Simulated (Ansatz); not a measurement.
# CoSi: the cost of one run

Method: DFT, PBE, PAW with Ansatz's default frozen-core files, scalar-relativistic, in Ansatz 0.2.0.

1 further run of the same task is left out (it didn't finish). Runs told in other sessions of the task aren't counted.

### 1 The structure to begin with

It takes space group Pm-3m (No. 221, cubic). The conventional cell has a = 2.781 Å, b = 2.781 Å, c = 2.781 Å, α = 90.00°, β = 90.00°, γ = 90.00°. Co (site symmetry m-3m) is surrounded by 8 Si at 2.41 Å. Si (site symmetry m-3m) is surrounded by 8 Co at 2.41 Å.

Structure file:

```cif
data_structure
_symmetry_space_group_name_H-M 'Pm-3m'
_symmetry_Int_Tables_number 221
_cell_length_a 2.7813
_cell_length_b 2.7813
_cell_length_c 2.7813
_cell_angle_alpha 90.000
_cell_angle_beta 90.000
_cell_angle_gamma 90.000
_cell_volume 21.52
loop_
_atom_site_label
_atom_site_type_symbol
_atom_site_symmetry_multiplicity
_atom_site_Wyckoff_symbol
_atom_site_fract_x
_atom_site_fract_y
_atom_site_fract_z
_atom_site_occupancy
Co1 Co 1 a 0.00000 0.00000 0.00000 1
Si1 Si 1 b 0.50000 0.50000 0.50000 1
```

The file gives the conventional cell by its symmetry; the runs use the cell typed in the input.

Atoms are numbered in the order of the input: Co1, Si2.

### 2 Free moments from the typed start, PAW

Input file input.yaml:

```yaml
crystal:
  lattice:
    - [2.781334, 0.0, 0.0]
    - [0.0, 2.781334, 0.0]
    - [0.0, 0.0, 2.781334]
  atoms:
    - { symbol: Co, position: [0.0, 0.0, 0.0], spin: 2.0 }
    - { symbol: Si, position: [0.5, 0.5, 0.5] }
magnetization:
  spin_polarized: true
kpoints:
  mp_grid: { grid: [12, 12, 12] }
scf:
  occupations: { method: fermi_dirac, width: 0.03 }
  lower_state_search: "off"
hamiltonian:
  xc: pbe
  pseudopotentials: { kind: paw }
output:
  forces: true
  stress: true
  eigenvalues: true
```

Run with:

```bash
$ ansatz run input.yaml --threads 2 --pin off --max-ram 5120MiB --backend cpu --events-out ev --progress --plain --runs-dir out
```

What time and memory should one allow on 2 threads of Arm Neoverse V2, shared host?

About 2.6 s, with a peak of 0.3 GiB.
